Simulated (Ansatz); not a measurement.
# NaI (model cell, started as CsCl type): a soft mode frozen in, part 2 of 3

Wanted: the energy along a soft mode of NaI (model cell, started as CsCl type) and the structure at the end.

Ansatz 0.2.0; DFT PBEsol, scalar-relativistic, plane waves, PAW; PAW set soft_1.

So far, highest frequency on the path or at a solved wavevector (cm⁻¹): step 2 (the dispersion) 166. Also lowest frequency on the path (cm⁻¹): step 2 -50.4.

The structure was built from a prototype and need not be the compound's stable phase.

**4. The mode frozen in, largest atomic shift 0.6 Å**

The atoms are moved along the unstable eigenvector, the largest shift by 0.6 Å, with the cell fixed.

File input.yaml:

```yaml
crystal:
  lattice:
    - [-3.987560272, 0.0, 0.0]
    - [0.0, -3.987560272, -3.987560272]
    - [0.0, -3.987560272, 3.987560272]
  atoms:
    - { symbol: Na, position: [0.0, 0.5, 0.5] }
    - { symbol: Na, position: [0.0, 0.0, 0.0] }
    - { symbol: I, position: [0.6504679451, 0.0, 0.5] }
    - { symbol: I, position: [0.3495320549, 0.5, 0.0] }
kpoints:
  mp_grid: { grid: [6, 6, 6] }
hamiltonian:
  xc: pbesol
  pseudopotentials: { kind: paw, azcp: { folder: soft_1 }, xc_functional: pbe }
scf:
  occupations: { method: gaussian, width: 0.02 }
output:
  forces: true
  stress: true
  eigenvalues: true
```

Run with:

```sh
> ansatz run input.yaml --threads 4 --pin off --max-ram 10240MiB --backend cpu --events-out ev --progress --plain --runs-dir out
```

Numbers of over 12 decimals in the logs are rounded to 6 here.

What it wrote:

```text
[...]
Crystal: 4 atoms, lattice volume = 126.809 Å³
Basis set: ecut = 420 eV, 2465 PW (Γ), exchange–correlation on 54×80×80 points (8 copies of the dense FFT grid, shifted against one another)
Bands: 32, of which v1, the nominal top of the filled ones, is band 26 counted from 1 (25 counted from 0)
Symmetry: 16 space group operations
[...]
k-points: 40 of 216
[...]
k-point 0: bands = [... 22 lower, 3.5154, 3.5154, 4.0189, 4.2592, 6.9853, 7.3242, 9.9817, 10.2565, ... 1 higher]
  k-point 1: bands = [... 22 lower, 3.1949, 3.3485, 4.0478, 4.2543, 7.4858, 7.6600, 10.2439, 10.2601, ... 1 higher]
  k-point 2: bands = [... 22 lower, 2.6086, 2.9476, 4.1110, 4.2312, 8.5358, 8.5443, 10.1845, 10.7029, ... 1 higher]
  k-point 39: bands = [... 22 lower, 2.0428, 2.0428, 3.3382, 3.3382, 8.7924, 8.7924, 11.1403, 11.1403, ... 1 higher]
[key lines of the parts left out:]
SCF converged after 8 iterations
Free energy (F): -17821.176756 eV
Fermi energy:    5.622234 eV
P = ⅓ Tr σ = 0.5180 GPa (5.180 kbar)
```

Wall time 1.7 s (4 threads of AMD EPYC 7R13 (Zen 3), shared host); peak memory 0.47 GiB.

This step gave:

```
pressure                         : 0.5180 GPa
gap on the k-mesh                : 2.726 eV
energy from the undistorted cell : -41.45 meV/atom
```

The energy, extrapolated to zero smearing, is -41.45 meV/atom against the undistorted cell.

The run ends at a pressure of 0.52 GPa, with forces up to 0.018 eV/Å.

**5. Energy along the mode, all amplitudes (two of the runs are shown above)**

An imaginary frequency means negative curvature, so the energy should fall and then rise again as anharmonic terms take over.

Numbers from this step:

```
depth at the lowest point sampled  : 41.45 meV/atom
largest atomic shift at that point : 0.6 Å
```

The energy from the parent by largest atomic shift:

```
largest atomic shift (Å)  energy from the parent (meV/atom)
                   0.000                                  0
                   0.040                             -0.474
                   0.080                              -1.87
                   0.140                              -5.50
                   0.220                              -12.5
                   0.320                              -22.8
                   0.450                              -34.8
                   0.600                              -41.5
```

Displacement at unit largest shift by atom:

```
atom  x (Å)  y (Å)  z (Å)  size
 Na1   0.00   0.00   0.00  0.00
 Na2   0.00   0.00   0.00  0.00
  I3  -1.00   0.00   0.00  1.00
  I4   1.00   0.00   0.00  1.00
```

The lowest of the steps tried is the last one, at 0.6 Å, 41.5 meV/atom below the parent; the bottom of the well need not coincide with a step.

**6. Relaxing from the distorted cell**

Starting from the lowest point found, all atoms and the cell are let go, so that strain and other modes of the same symmetry can join in.

input.yaml, as its differences from that of step 4:

```diff
@@ -16,3 +16,3 @@
 scf:
-  occupations: { method: gaussian, width: 0.02 }
+  occupations: { method: fixed }
 output:
@@ -21 +21,10 @@
   eigenvalues: true
+  write_density: true
+  write_potential: true
+  elf: true
+  volumetric_format: npy
+relax:
+  adjacent_minimum: "off"
+  f_tol: 0.002
+  max_steps: 120
+  cell: { stress_tol: 0.03 }
```

What it wrote:

```text
[...]
Crystal: 4 atoms, lattice volume = 126.809 Å³
Basis set: ecut = 420 eV, 2465 PW (Γ), exchange–correlation on 54×80×80 points (8 copies of the dense FFT grid, shifted against one another)
Bands: 32, of which v1, the nominal top of the filled ones, is band 26 counted from 1 (25 counted from 0)
Symmetry: 16 space group operations
[...]
k-points: 40 of 216
[...]
SCF iter   1: F=—  HF=-17823.603202 eV  |F-HF|=—  |Δ(HF+E_count)|=         —  Δρ=6.27e-2  dr2=5.08e0  ethr=3.10e-3  ⟨swp⟩=4.8  Hψ=5093  notcnv=0  defer=156
[...]
SCF iter   8: F=-17821.176756 eV  HF=-17821.176756 eV  |F-HF|=4.24e-8  |Δ(HF+E_count)|=   1.86e-7  Δρ=5.35e-6  dr2=5.97e-8  ethr=1.92e-10  ⟨swp⟩=19.7  Hψ=11818  notcnv=0
SCF 1 converged in 8 iterations: F = -17821.176756 eV  dr2 = 5.97e-8
[...]
relax step   1: F+E_penalty+E_count = -17821.17675587 eV  Δ(F+E_penalty+E_count) = +0.000e0 eV  max|allowed force component| = 1.837e-2 eV/Å  Δτ_max = 0.0000 Å  P = +0.518 GPa  Ω = 126.809 Å³  (8 SCF iters, dr2 threshold 1.00e-7 eV, accepted)
Crystal: 4 atoms, lattice volume = 129.111 Å³
Basis set: ecut = 420 eV, 2521 PW (Γ), exchange–correlation on 54×80×80 points (8 copies of the dense FFT grid, shifted against one another)
[...]
iter 1 solved again at ethr=3.11e-6 eV; its pass at ethr=3.10e-3 eV (dr2=1.62e-3 eV) is discarded
[...]
SCF iter   5: F=-17821.219223 eV  HF=-17821.219223 eV  |F-HF|=1.66e-8  |Δ(HF+E_count)|=   1.40e-6  Δρ=8.56e-6  dr2=1.34e-7  ethr=7.69e-10  ⟨swp⟩=18.1  Hψ=11471  notcnv=0
SCF 2 converged in 5 iterations: F = -17821.219223 eV  dr2 = 1.34e-7
  Residual-converged pass: ⟨swp⟩=1.0  Hψ=1440  notcnv=0  max |occ|·‖R‖ = 7.0e-9 eV (tolerance 1.0e-8 eV)  dr2=1.34e-7  dr2_onsite=4.31e-8  max |Δocc| = 0.0e0
relax step   2: F+E_penalty+E_count = -17821.21922335 eV  Δ(F+E_penalty+E_count) = -4.247e-2 eV  max|allowed force component| = 6.659e-2 eV/Å  Δτ_max = 0.0030 Å  P = +0.232 GPa  Ω = 129.111 Å³  energy of the carried Pulay correction = -1.598e-4 eV  (5 SCF iters, dr2 threshold 4.00e-7 eV, accepted)
Crystal: 4 atoms, lattice volume = 131.856 Å³
Basis set: ecut = 420 eV, 2523 PW (Γ), exchange–correlation on 54×80×80 points (8 copies of the dense FFT grid, shifted against one another)
[...]
SCF iter   5: F=-17821.238646 eV  HF=-17821.238646 eV  |F-HF|=4.79e-8  |Δ(HF+E_count)|=   1.04e-6  Δρ=1.58e-5  dr2=2.83e-7  ethr=7.69e-10  ⟨swp⟩=18.5  Hψ=13375  notcnv=0
SCF 3 converged in 5 iterations: F = -17821.238646 eV  dr2 = 2.83e-7
[...]
relax step   3: F+E_penalty+E_count = -17821.23864649 eV  Δ(F+E_penalty+E_count) = -1.942e-2 eV  max|allowed force component| = 2.184e-2 eV/Å  Δτ_max = 0.0712 Å  P = +0.179 GPa  Ω = 131.856 Å³  energy of the carried Pulay correction = -3.444e-4 eV  (5 SCF iters, dr2 threshold 4.00e-7 eV, accepted)
[...]
relax step   4: F+E_penalty+E_count = -17821.24232446 eV  Δ(F+E_penalty+E_count) = -3.678e-3 eV  max|allowed force component| = 2.706e-2 eV/Å  Δτ_max = 0.0526 Å  P = -0.205 GPa  Ω = 137.513 Å³  energy of the carried Pulay correction = -7.052e-4 eV  (5 SCF iters, dr2 threshold 3.53e-7 eV, accepted)
[...]
relax step   5: F+E_penalty+E_count = -17821.24371577 eV  Δ(F+E_penalty+E_count) = -1.391e-3 eV  max|allowed force component| = 3.913e-3 eV/Å  Δτ_max = 0.0076 Å  P = +0.007 GPa  Ω = 135.866 Å³  energy of the carried Pulay correction = -6.028e-4 eV  (5 SCF iters, dr2 threshold 1.31e-7 eV, accepted)
[...]
relax step   6: F+E_penalty+E_count = -17821.24374946 eV  Δ(F+E_penalty+E_count) = -3.370e-5 eV  max|allowed force component| = 2.079e-4 eV/Å  Δτ_max = 0.0040 Å  P = -0.000 GPa  Ω = 135.746 Å³  energy of the carried Pulay correction = -5.952e-4 eV  (6 SCF iters, dr2 threshold 9.57e-10 eV, accepted)
Basis set: ecut = 420 eV, 2659 PW (Γ), exchange–correlation on 60×80×80 points (8 copies of the dense FFT grid, shifted against one another)
[...]
SCF iter   8: F=-17821.244303 eV  HF=-17821.244303 eV  |F-HF|=3.64e-12  |Δ(HF+E_count)|=  1.09e-10  Δρ=3.41e-8  dr2=3.35e-12  ethr=1.00e-12  ⟨swp⟩=15.9  Hψ=9291  notcnv=0
SCF 7 converged in 8 iterations: F = -17821.244303 eV  dr2 = 3.35e-12
relax step   7: F+E_penalty+E_count = -17821.24430320 eV  Δ(F+E_penalty+E_count) = -5.537e-4 eV  max|allowed force component| = 2.287e-4 eV/Å  Δτ_max = 0.0000 Å  P = +0.004 GPa  Ω = 135.746 Å³  stress off target by 9.22e-3 GPa  SCF on the basis re-selected at this cell (its energy is not comparable with the rows above)  (8 SCF iters)
basis re-selected at this cell: Δ(F+E_penalty+E_count) = -5.537e-4 eV, ΔP = +0.004 GPa vs the last step (what re-selecting the basis moved, of the pressure what is left beyond the Pulay correction that the steps carried, after the strain that the cell walked since its last selection, with what the two solves' SCF thresholds leave and, on support functions, any second-order correction that the steps lacked; it is no measure of the basis error at this ecutwfc). The dense FFT grid was sized anew with the basis: this SCF ran on 30×40×40 points, the steps before it on 27×40×40, so part of this shift can come from that change (see relax.cell in the input reference). [rest of the remark cut]
SCF converged after 8 iterations
Free energy (F): -17821.244303 eV
[...]
Internal energy: -17821.244303 eV  (E = F + TS)
E sigma→0 (E₀):  -17821.244303 eV
Fermi energy:    3.240319 eV
[...]
--- Forces (eV/Å), atoms counted from 1 ---
  atom   1  Na    -0.00000000    -0.00000000    -0.00000000
  atom   2  Na     0.00000000     0.00000000     0.00000000
  atom   3  I      0.00022872    -0.00000000    -0.00000000
  atom   4  I     -0.00022872     0.00000000     0.00000000
  max |Σ_I F_I| component: 4.34e-19 eV/Å
--- Stress (GPa, compression-positive) ---
        0.009221      -0.000000       0.000000
       -0.000000       0.001294      -0.000000
        0.000000      -0.000000       0.001294
  P = ⅓ Tr σ = 0.0039 GPa (0.039 kbar)
--- Band table (eV; the first three rows and the last of 40) ---
  k-point 0: bands = [... 22 lower, 2.6902, 2.8859, 2.8859, 3.2403, 6.3387, 7.0831, 8.7460, 9.7568, ... 2 higher]
  k-point 1: bands = [... 22 lower, 2.5780, 2.7493, 2.7507, 3.2152, 6.8074, 7.4076, 8.8062, 9.9157, ... 2 higher]
  k-point 2: bands = [... 22 lower, 2.0456, 2.4145, 2.8573, 3.1345, 7.8075, 8.2108, 8.9486, 9.9003, ... 2 higher]
  k-point 39: bands = [... 22 lower, 1.5176, 1.5176, 2.3253, 2.3253, 8.7317, 8.7317, 10.3140, 10.3140, ... 2 higher]
--- Relaxed structure (6 steps of the walk, 6 accepted, 1 SCFs on fresh bases) ---
  F+E_penalty+E_count = -17821.24430320 eV   max|allowed force component| = 2.287e-4 eV/Å   (the final SCF, on the basis selected at the relaxed cell)
  cell:  # Å, volume = 135.7456 Å³
    - [-4.371540, 0, 0]
    - [0, -3.940313, -3.940313]
    - [0, -3.940313, 3.940313]
  atoms:
    - { symbol: Na, position: [2.0664105239359834e-18, 0.5, 0.5] }
    - { symbol: Na, position: [2.0664105239359834e-18, 0, 0] }
    - { symbol: I, position: [0.681657, 0.0, 0.5] }
    - { symbol: I, position: [0.318343, 0.5, 0.0] }
```

Elapsed: 13 s, on 4 threads; peak memory 0.56 GiB; 48 s of CPU time.

The steps of the relaxation:

```
step  energy less that of the first step (eV)  largest force component (eV/Å)  pressure (GPa)  volume (Å³)
   1                                   0.0000                          0.0184            0.52       126.81
   2                                  -0.0425                          0.0666            0.23       129.11
   3                                  -0.0619                          0.0218            0.18       131.86
   4                                  -0.0656                          0.0271           -0.21       137.51
   5                                  -0.0670                          0.0039            0.01       135.87
   6                                  -0.0670                          0.0002            0.00       135.75
  7*                                  -0.0675                          0.0002            0.00       135.75
```

Relaxation steps marked * repeat the geometry before them on a plane-wave basis chosen anew for their cell, so energy and pressure can jump there.

Forces are held to the 16 operations that the run works with; a distortion that breaks them can't arise in this run.

```
     cell as run  before  after  change
           a (Å)   3.988  4.372  +9.6 %
           b (Å)   5.639  5.572  -1.2 %
           c (Å)   5.639  5.572  -1.2 %
volume (Å³/atom)   31.70  33.94  +7.0 %
```

The atoms that moved most (Å, as changes of fractional coordinates times the final cell):

```
atom      dx     dy     dz  length
  I4   0.136  0.000  0.000   0.136
  I3  -0.136  0.000  0.000   0.136
```

The relaxed structure:

```cif
data_structure
_symmetry_space_group_name_H-M 'P 1'
_symmetry_Int_Tables_number 1
_cell_length_a 4.3715
_cell_length_b 5.5724
_cell_length_c 5.5724
_cell_angle_alpha 90.000
_cell_angle_beta 90.000
_cell_angle_gamma 90.000
_cell_volume 135.75
loop_
_atom_site_label
_atom_site_type_symbol
_atom_site_fract_x
_atom_site_fract_y
_atom_site_fract_z
_atom_site_occupancy
Na1 Na 0.00000 0.50000 0.50000 1
Na2 Na 0.00000 0.00000 0.00000 1
I3 I 0.68166 0.00000 0.50000 1
I4 I 0.31834 0.50000 0.00000 1
```

This step gave:

| Property | Result |
| --- | --- |
| pressure | 0.003936 GPa |
| gap on the k-mesh | 3.098 eV |
| volume per atom | 33.94 Å³ |

Electrostatic potential energy in the ac plane at fractional y = 0.000, with atoms of Na and I within 0.2 Å of it. With pseudopotentials it is smooth inside the atoms' cores, unlike the true potential.

Ten even steps from '0' (-56 eV) to '9' (9 eV), each cell a mean:
```
01789999999840
46899999999975
88999999999998
99999999999999
99999999988999
99999998645689
99999985344368
99999973587448
99999973598448
99999984355358
99999997433579
99999999877899
99999999999999
99999999999999
67899999999987
03799999999861
00689999999830
```
Columns run along a (4.4 Å; values clipped at the 3rd and 97th percentile), rows up along c (5.6 Å). Atoms in or near the plane, at fractional coordinates: Na at (0.00, 0.00), I at (0.68, 0.50).

Valence density in the ac plane at fractional y = 0.000, with atoms of Na and I within 0.2 Å of it. It is the smooth field of the valence electrons, not physical close to the nuclei.

Values in e/Å³, 17 rows by 14 columns, each cell a mean:
```
14  7  1  0  0  0  0  0  0  0  0  0  2  9
 3  1  0  0  0  0  0  0  0  0  0  0  0  2
 0  0  0  0  0  0  0  0  0  0  0  0  0  0
 0  0  0  0  0  0  0  0  0  0  0  0  0  0
 0  0  0  0  0  0  0  0  0  0  0  0  0  0
 0  0  0  0  0  0  0  0  1  1  1  1  0  0
 0  0  0  0  0  0  0  1  3  6  5  2  1  0
 0  0  0  0  0  0  1  2  7 12 11  6  1  0
 0  0  0  0  0  0  1  2  8 13 12  7  1  0
 0  0  0  0  0  0  0  1  4  8  7  3  1  0
 0  0  0  0  0  0  0  1  1  2  2  1  1  0
 0  0  0  0  0  0  0  0  0  1  1  0  0  0
 0  0  0  0  0  0  0  0  0  0  0  0  0  0
 0  0  0  0  0  0  0  0  0  0  0  0  0  0
 1  0  0  0  0  0  0  0  0  0  0  0  0  1
 9  4  0  0  0  0  0  0  0  0  0  0  1  6
21 10  1  0  0  0  0  0  0  0  0  0  3 14
```
Columns run along a (4.4 Å), rows up along c (5.6 Å). Atoms in or near the plane, at fractional coordinates: Na at (0.00, 0.00), I at (0.68, 0.50).

ELF in the ac plane at fractional y = 0.000, with atoms of Na and I within 0.2 Å of it. It is the smooth field of the valence electrons, not physical close to the nuclei.

Ten even steps from '_' (0.01) to '@' (0.78), each cell a mean:
```
++##++..______________::****
****::__________....____--**
::..________..--==++--..__..
__________::==##%%@@@@##==..
--..____..++%%@@@@@@@@@@@@##
##--____--%%@@@@%%####%%@@@@
%%==__..++@@@@##++====++%%@@
%%==__..++@@@@**--==----##@@
%%==__..**@@@@**--++==--**@@
%%==__..++@@@@##==----==##@@
##--____==%%@@%%##****##@@@@
++::____::**@@@@@@@@@@@@@@@@
..________--**%%@@@@@@@@**--
____________::==**##**--..__
++==..________..::::____..==
**##++________________..****
--****..______________--##++
```
Columns run along a (4.4 Å), rows up along c (5.6 Å). Atoms in or near the plane, at fractional coordinates: Na at (0.00, 0.00), I at (0.68, 0.50).

The distorted start has space group P4/nmm; the relaxation ends in P4/nmm.

**7. The new phase in its own primitive cell**

The relaxed structure is symmetrised, reduced to its primitive cell and relaxed tightly, as its phonons need.

input.yaml, the sections that differ from step 6:

```yaml
crystal:
  lattice:
    - [5.5724438201, 0.0, 0.0]
    - [0.0, 5.5724438201, 0.0]
    - [0.0, 0.0, 4.3715403242]
  atoms:
    - { symbol: Na, position: [0.5, 0.5, 0.0] }
    - { symbol: Na, position: [0.0, 0.0, 0.0] }
    - { symbol: I, position: [0.0, 0.5, 0.6816572239] }
    - { symbol: I, position: [0.5, 0.0, 0.3183427761] }
kpoints:
  mp_grid: { grid: [4, 4, 6] }
output:
  forces: true
  stress: true
  eigenvalues: true
relax:
  adjacent_minimum: "off"
  f_tol: 0.001
  max_steps: 60
  cell: { stress_tol: 0.01 }
# hamiltonian, scf: as in step 6
```

What it wrote:

```text
[...]
Crystal: 4 atoms, lattice volume = 135.746 Å³
Basis set: ecut = 420 eV, 2659 PW (Γ), exchange–correlation on 80×80×60 points (8 copies of the dense FFT grid, shifted against one another)
Bands: 32, of which v1, the nominal top of the filled ones, is band 26 counted from 1 (25 counted from 0)
Symmetry: 16 space group operations
[...]
k-points: 24 of 96
[...]
--- Relaxed structure (1 steps of the walk, 1 accepted, 1 SCFs on fresh bases) ---
[...]
cell:  # Å, volume = 135.7456 Å³
    - [5.5724438201, 0.0, 0.0]
    - [0.0, 5.5724438201, 0.0]
    - [0.0, 0.0, 4.3715403242]
  atoms:
    - { symbol: Na, position: [0.5, 0.5, 0.0] }
    - { symbol: Na, position: [0.0, 0.0, 0.0] }
    - { symbol: I, position: [0.0, 0.5, 0.681657] }
    - { symbol: I, position: [0.5, 0.0, 0.318343] }
[key lines of the parts left out:]
SCF converged after 7 iterations
Free energy (F): -17821.244234 eV
Fermi energy:    3.240355 eV
P = ⅓ Tr σ = 0.0040 GPa (0.040 kbar)
```

Run time: 2.9 s. Hardware: 4 threads; peak memory 0.52 GiB.

Little changed from the start: no atom moved by 0.005 Å and no cell edge by 0.1 %.

Numbers from this step:

- pressure: 0.004049 GPa
- direct gap on mesh: 3.098 eV

The largest force component left is 0.16 meV/Å and the pressure is 0.004 GPa, within the tolerances set. The cell now holds 33.94 Å³/atom.

(Continued in part 3 of 3.)

[Logs are printed without paths, hosts, clocks, repeated set-up lines and the standing remarks that a program may print on its own settings, such as how far it seeks lower states.]

[Hosts, paths, dates, database ids (printed as entryN), source tags and the programs' standing remarks are cut or masked in the printed files.]
